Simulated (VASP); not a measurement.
Wanted: the native input for a VASP 6.6.1 run.

* Task: single point
* Functional: PBEsol
* Potentials or basis: VASP PAW PBE potentials, release 64 (Nb_sv)
* Cutoff: 520 eV
* k mesh: 18 × 18 × 18
* Occupations: gaussian, width 0.1 eV
* Spin: no spin polarisation
* Further INCAR settings: ALGO = Normal; EDIFF = 1e-06

The structure of Nb lies in POSCAR:

```
Nb
1.0
    0.0000000000      2.0800838200      2.0800838200
    2.0800838200      0.0000000000      2.0800838200
    2.0800838200      2.0800838200      0.0000000000
Nb
1
Direct
    0.0000000000      0.0000000000      0.0000000000
```

This isn't the form of Nb at room conditions, which is bcc.

One way to write it, as run:

INCAR

```
SYSTEM = Nb
PREC     = Accurate       ! precision mode
ENCUT    = 520            ! plane-wave cutoff, eV
EDIFF    = 1E-6           ! SCF threshold, eV
ISMEAR   = 0              ! smearing method
SIGMA    = 0.1            ! smearing width, eV
LREAL    = .False.        ! projectors in reciprocal space
LASPH    = .True.         ! aspherical terms in the spheres
NELM     = 60             ! most SCF steps
ALGO     = Normal         ! electronic algorithm
ISIF     = 2              ! what is computed and relaxed
LWAVE    = .False.        ! write WAVECAR
LCHARG   = .False.        ! write CHGCAR
GGA      = PS             ! functional
```

KPOINTS

```
Automatic mesh
0
Gamma
  18 18 18
  0 0 0
```

Potentials or basis: VASP PAW PBE potentials, release 64 (Nb_sv).

Run with:

```console
$ cat potpaw_PBE.64/Nb_sv/POTCAR > POTCAR
$ mpirun -np 1 vasp_std > vasp.out
```

Results of the run:

The pressure is 1.0 GPa and the band gap on the k mesh is none (metal or under the smearing width).

Caveat: the PAW data sets were made with another functional, which shifts forces and pressure a little.

Wall time 29 s on 1 thread of Intel(R) Xeon(R) Platinum 8259CL CPU @ 2.50GHz (Skylake/Cascade Lake) (shared host), peak memory 0.16 GiB.
